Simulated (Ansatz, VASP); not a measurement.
**SiC: VASP beside Ansatz**

```
Si C
1.0
     3.07600    0.00000    0.00000
    -1.53800    2.66389    0.00000
     0.00000    0.00000    5.04800
Si C
2 2
Direct
  0.33333 0.66667 0.00000
  0.66667 0.33333 0.50000
  0.33333 0.66667 0.50000
  0.66667 0.33333 0.00000
```

Measurements of this composition are mostly on another form, of space group No. 186.

Alike in both runs: task relaxation of cell and atoms; functional r2SCAN; k mesh 9 × 9 × 4; occupations gaussian, width 0.1 eV; no spin polarisation.

|  | VASP | Ansatz |
| --- | --- | --- |
| version | VASP 6.6.1 | Ansatz 0.2.0 |
| potentials or method | VASP PAW PBE potentials, release 64 (Si, C) | scalar-relativistic, plane waves, PAW |
| plane-wave cutoff (eV) | 600 | 600 |
| valence electrons in the cell | 16 | 16 |

Ansatz gave:

| Item | Value |
| --- | --- |
| gap on the k mesh at the Fermi level, each at its own relaxed structure (eV) | 0.12 |
| relaxed volume (Å³/atom) | 10.49 |
| relaxed cell length with the largest relative difference (Å) | 4.916 |
| energy change over the relaxation (meV/atom) | -17 |

Question: What did VASP give for the same quantities?

Answer: gap on the k mesh at the Fermi level, each at its own relaxed structure (eV): 0.65; relaxed volume (Å³/atom): 10.69; relaxed cell length with the largest relative difference (Å): 5.049; energy change over the relaxation (meV/atom): -15.

Caveats: the PAW data sets were made with another functional, which shifts forces and pressure a little (VASP); an odd mesh through Γ misses points on the zone boundary, where band edges often lie; the relaxation stopped at a loose force limit of 0.05 eV/Å, so its end isn't a converged minimum. r2SCAN opens gaps a little over a GGA but as a rule still falls short of measured ones.
